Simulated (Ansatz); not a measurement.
# Ta2C: the cost of one run

Program: Ansatz 0.2.0. Level of theory: DFT PBEsol, scalar-relativistic, plane waves, PAW. These are calculated values, not measurements.

1 further run of the same task is left out (set aside as unsound or not needed).

### Step 1. Starting point

The structure is trigonal, space group P-3m1 (No. 164). Conventional cell: a = 3.106 Å, b = 3.106 Å, c = 4.946 Å, α = 90.00°, β = 90.00°, γ = 120.00°. Ta (site symmetry 3m) has 3 C at 2.18 Å as nearest neighbours. C (site symmetry -3m) has 6 Ta at 2.18 Å as nearest neighbours.

As a file:

```cif
data_structure
_symmetry_space_group_name_H-M 'P 1'
_symmetry_Int_Tables_number 1
_cell_length_a 3.1059
_cell_length_b 3.1059
_cell_length_c 4.9464
_cell_angle_alpha 90.000
_cell_angle_beta 90.000
_cell_angle_gamma 120.000
_cell_volume 41.32
loop_
_atom_site_label
_atom_site_type_symbol
_atom_site_fract_x
_atom_site_fract_y
_atom_site_fract_z
_atom_site_occupancy
Ta1 Ta 0.33333 0.66667 0.25201 1
Ta2 Ta 0.66667 0.33333 0.74799 1
C1 C 0.00000 0.00000 0.00000 1
```

The structure comes from the Crystallography Open Database.

### Step 2. A distortion that keeps the symmetry

The change: strain xx, yy, zz, yz, xz, xy = +2.2, +2.2, +5.2, +0.0, +0.0, +0.0 %; atoms moved by 0.03 Å root mean square, at most 0.04 Å.

Input file input.yaml:

```yaml
crystal:
  lattice:
    - [3.1732987814, 0.0, 0.0]
    - [-1.5866493907, 2.7481573585, 0.0]
    - [0.0, 0.0, 5.20212888]
  atoms:
    - { symbol: Ta, position: [0.3333333333, 0.6666666667, 0.2445819016] }
    - { symbol: Ta, position: [0.6666666667, 0.3333333333, 0.7554180984] }
    - { symbol: C, position: [0.0, 0.0, 0.0] }
basis:
  ecutwfc: 420
kpoints:
  mp_grid: { grid: [15, 15, 8] }
hamiltonian:
  xc: pbesol
scf:
  occupations: { method: gaussian, width: 0.1 }
output:
  forces: true
  stress: true
  eigenvalues: true
```

Launch:

```bash
$ ansatz run input.yaml --threads 1 --pin off --max-ram 1331MiB --backend cpu --events-out ev --progress --plain --runs-dir out
```

What time and memory should one allow on 1 thread of an x86-64 CPU, shared host?

About 5.3 s, with a peak of 0.5 GiB.
